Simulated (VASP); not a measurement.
# Y4N5 in VASP: further runs, part 2 of 2

VASP 6.6.1. The steps go on from the part before.

### Step 6. Single point, PBE

This run uses another cell than the first one, of 30.05 Å³/atom, 1.521 times its volume.

The input, INCAR:

```
PREC = Accurate ; ENCUT = 460
EDIFF = 1E-7 ; ISMEAR = 1
SIGMA = 0.1 ; LREAL = False
LASPH = True ; NELM = 120
ALGO = Normal ; ISIF = 2
LWAVE = False ; LCHARG = False
LDIPOL = True ; IDIPOL = 3
DIPOL = 0.5 0.5 0.500 ; GGA = PE
NBANDS = 52 ; LVHAR = True
LVACPOTAV = True
```

The input, KPOINTS:

```
Automatic mesh
0
Gamma
  9 9 1
```

The input, POSCAR:

```
Y4N5
1.0
    3.4485597718      0.0000000000      0.0000000000
   -1.7242798859      2.9865403689      0.0000000000
    0.0000000000      0.0000000000     26.2629490514
N Y
5 4
Direct
    0.3333333333      0.6666666667      0.2855734132
    0.0000000000      0.0000000000      0.3927867066
    0.6666666667      0.3333333333      0.5000000000
    0.3333333333      0.6666666667      0.6072132934
    0.0000000000      0.0000000000      0.7144265868
    0.6666666667      0.3333333333      0.3391800599
    0.3333333333      0.6666666667      0.4463933533
    0.0000000000      0.0000000000      0.5536066467
    0.6666666667      0.3333333333      0.6608199401
```

Potentials or basis: VASP PAW PBE potentials, release 64 (N, Y_sv).

Command:

```bash
cat potpaw_PBE.64/N/POTCAR potpaw_PBE.64/Y_sv/POTCAR > POTCAR
mpirun -np 1 vasp_std > vasp.out
```

OUTCAR:

```text
PREC = Accurate
   ENCUT = 460
   EDIFF = 1E-7
   ISMEAR = 1
   LREAL = False
   LASPH = True
   NELM = 120
   ISIF = 2
   GGA = PE

 Found     12 irreducible k-points:

 Following reciprocal coordinates:
            Coordinates               Weight
  0.000000  0.000000  0.000000      1.000000
  0.111111 -0.000000  0.000000      6.000000
  0.222222  0.000000  0.000000      6.000000
  0.333333 -0.000000  0.000000      6.000000
  0.444444  0.000000  0.000000      6.000000
  0.111111  0.111111  0.000000      6.000000
   k-points           NKPTS =     12   k-points in BZ     NKDIM =     12   number of bands    NBANDS=     52
   number of dos      NEDOS =    301   number of ions     NIONS =      9
   total plane-waves  NPLWV = 110592
   dimension x,y,z NGX =    24 NGY =   24 NGZ =  192
   dimension x,y,z NGXF=    48 NGYF=   48 NGZF=  384
   ions per type =               5   4
   NGX,Y,Z   is equivalent  to a cutoff of  11.57, 11.57, 12.15 a.u.
   NGXF,Y,Z  is equivalent  to a cutoff of  23.14, 23.14, 24.31 a.u.
 SYSTEM =  unknown system
   PREC   = accura    normal or accurate (medium, high low for compatibility)
   ISTART =      0    job   : 0-new  1-cont  2-samecut
   ICHARG =      2    charge: 1-file 2-atom 10-const
   ISPIN  =      1    spin polarized calculation?
   LNONCOLLINEAR =      F non collinear calculations
   LSORBIT =      F    spin-orbit coupling
   LASPH  =      T    aspherical Exc in radial PAW
   ENCUT  =  460.0 eV  33.81 Ry    5.81 a.u.   6.03  6.03 45.93*2*pi/ulx,y,z
   NELM   =    120;   NELMIN=  2; NELMDL= -5     # of ELM steps
   EDIFF  = 0.1E-06   stopping-criterion for ELM
   LREAL  =      F    real-space projection
   EDIFFG = 0.1E-05   stopping-criterion for IOM
   NSW    =      0    number of steps for IOM
   IBRION =     -1    ionic relax: 0-MD 1-quasi-New 2-CG
   NFREE  =      0    steps in history (QN), initial steepest desc. (CG)
   ISIF   =      2    stress and relaxation
   ISYM   =      2    0-nonsym 1-usesym 2-fastsym
   POTIM  = 0.5000    time-step for ionic-motion
   TEBEG  =    0.0;   TEEND  =   0.0 temperature during run
   PSTRESS=    0.0 pullay stress
   NELECT =      69.0000    total number of electrons
   NUPDOWN=      -1.0000    fix difference up-down
[... 22 lines left out ...]
 maximum number of plane-waves:      6150
   NGX = 13   NGY = 13   NGZ = 91

 dipolmoment           0.000000      0.000000     -0.000000 electrons x Angstroem

 number of electron      69.0000009 magnetization

 dipolmoment           0.000000      0.000000      0.000000 electrons x Angstroem

 Free energy of the ion-electron system (eV)
  ---------------------------------------------------
  ext. energy  EPLUGINS =         0.00000000
  ---------------------------------------------------
  free energy    TOTEN  =       -73.50913608 eV

  energy without entropy =      -73.49157501  energy(sigma->0) =      -73.50328239

 E-fermi :  -2.4375     XC(G=0):  -5.8611

 val. band max:       -2.4473138658   @ k =   0.0000   0.0000   0.0000
 cond. band min:      -2.4308506507   @ k =   0.2222   0.1111   0.0000
 fundamental gap:      0.0164632151
 Fermi energy:        -2.4374544634

 k-point     1 :       0.0000    0.0000    0.0000
  band No.  band energies     occupation
      1     -43.5088      2.00000
      2     -43.4473      2.00000
      3     -43.0719      2.00000
      4     -43.0715      2.00000
      5     -24.1585      2.00000
      6     -23.7189      2.00000
[... 283 lines left out ...]
     45       2.8757      0.00000
     46       3.2354      0.00000

 [... further k-points ...]

 [bands above 46 left out]

------------------------ aborting loop because EDIFF is reached ----------------------------------------

  FORCE on cell =-STRESS in cart. coord.  units (eV):
  Direction    XX          YY          ZZ          XY          YZ          ZX
  --------------------------------------------------------------------------------------
  -------------------------------------------------------------------------------------
  Total        0.3405628      0.3405628     -3.8303975      0.0000000      0.0000000      0.0000000
  in kB        2.0172427      2.0172427    -22.6884478      0.0000000      0.0000000      0.0000000
  external PRESSURE =      -6.2179875 kB  Pullay stress =       0.0000000 kB

 VOLUME and BASIS-vectors are now :
 -----------------------------------------------------------------------------
  energy-cutoff  :      460.00
  volume of cell :      270.49
      direct lattice vectors                 reciprocal lattice vectors
     3.448559772  0.000000000  0.000000000     0.289976125  0.167417794  0.000000000
    -1.724279886  2.986540369  0.000000000     0.000000000  0.334835588  0.000000000
     0.000000000  0.000000000 26.262949051     0.000000000  0.000000000  0.038076455

 POSITION                                       TOTAL-FORCE (eV/Angst)
 -----------------------------------------------------------------------------------
     -0.00000      1.99103      7.50000         0.000000      0.000000      1.840861
      0.00000      0.00000     10.31574        -0.000000      0.000000      0.349711
      1.72428      0.99551     13.13147         0.000000      0.000000      0.000000
     -0.00000      1.99103     15.94721         0.000000     -0.000000     -0.349711
      0.00000      0.00000     18.76295        -0.000000     -0.000000     -1.840861
      1.72428      0.99551      8.90787        -0.000000     -0.000000     -2.258288
     -0.00000      1.99103     11.72361        -0.000000      0.000000     -0.092677
      0.00000      0.00000     14.53934         0.000000      0.000000      0.092677
      1.72428      0.99551     17.35508        -0.000000      0.000000      2.258288
 -----------------------------------------------------------------------------------
    total drift:                                0.000000     -0.000000      0.000000

  FREE ENERGIE OF THE ION-ELECTRON SYSTEM (eV)
  ---------------------------------------------------
  free  energy   TOTEN  =       -73.5091360848 eV

  energy  without entropy=      -73.4915750054  energy(sigma->0) =      -73.50328239

 vacuum level on the upper side and lower side of the slab         5.701         5.701
```

OSZICAR:

```text
N       E                     dE             d eps       ncg     rms          rms(c)
DAV:   1     0.459262144752E+03    0.45926E+03   -0.31137E+04  1328   0.110E+03
DAV:   2    -0.294607546898E+02   -0.48872E+03   -0.46647E+03  1500   0.316E+02
DAV:   3    -0.811397425133E+02   -0.51679E+02   -0.50606E+02  1800   0.800E+01
[... 21 lines left out ...]
DAV:  25    -0.735091171685E+02   -0.15988E-04   -0.48995E-07  1256   0.210E-03    0.362E-03
DAV:  26    -0.735091243940E+02   -0.72254E-05   -0.24672E-07  1320   0.203E-03    0.164E-03
DAV:  27    -0.735091334347E+02   -0.90408E-05   -0.46990E-07  1256   0.130E-03    0.171E-03
DAV:  28    -0.735091351317E+02   -0.16970E-05   -0.59748E-08  1184   0.723E-04    0.122E-03
DAV:  29    -0.735091359849E+02   -0.85317E-06   -0.36617E-08  1064   0.676E-04    0.446E-04
DAV:  30    -0.735091360848E+02   -0.99887E-07   -0.54235E-09   904   0.300E-04
   1 F= -.73509136E+02 E0= -.73503282E+02  d E =-.175611E-01
```

stdout:

```text
POSCAR found type information on POSCAR N Y
 POSCAR found :  2 types and       9 ions
 scaLAPACK will be used
 LDA part: xc-table for (Slater+PW92), standard interpolation
 POSCAR, INCAR and KPOINTS ok, starting setup
 FFT: planning ... GRIDC
 FFT: planning ... GRID_SOFT
 FFT: planning ... GRID
 WAVECAR not read
 entering main loop
 -----------------------------------------------------------------------------
|                                                                             |
|           W    W    AA    RRRRR   N    N  II  N    N   GGGG   !!!           |
|           W    W   A  A   R    R  NN   N  II  NN   N  G    G  !!!           |
|           W    W  A    A  R    R  N N  N  II  N N  N  G       !!!           |
|           W WW W  AAAAAA  RRRRR   N  N N  II  N  N N  G  GGG   !            |
|           WW  WW  A    A  R   R   N   NN  II  N   NN  G    G                |
|           W    W  A    A  R    R  N    N  II  N    N   GGGG   !!!           |
|                                                                             |
|     Did not find any points to average over, which means that no vacuum     |
|     field-free region was found. Please increase the size of  your cell     |
|     in the dimension of the dipole correction to obtain accurate            |
|     workfunction values.                                                    |
|                                                                             |
 -----------------------------------------------------------------------------
```

It took 4.2 min on 1 thread of AMD EPYC 9R14 (Zen 4), shared host; peak memory 0.34 GiB.

The run converged, but some of its settings lie outside the range that counts as converged, so its numbers aren't taken as properties of the slab.

What came out:

| Quantity | Value |
| --- | --- |
| Free energy | -73.5091 eV |
| Largest force | 2.258 eV/Å |
| Band gap on the k mesh | none (metal or under the smearing width) |
| Work function of the upper face | 8.14 eV |
| Work function of the lower face | 8.14 eV |

Caveat: the cutoff is under 1.25 times the usual one of these potentials, so pressure, stress and relaxed cells hold a basis-set (Pulay) error.
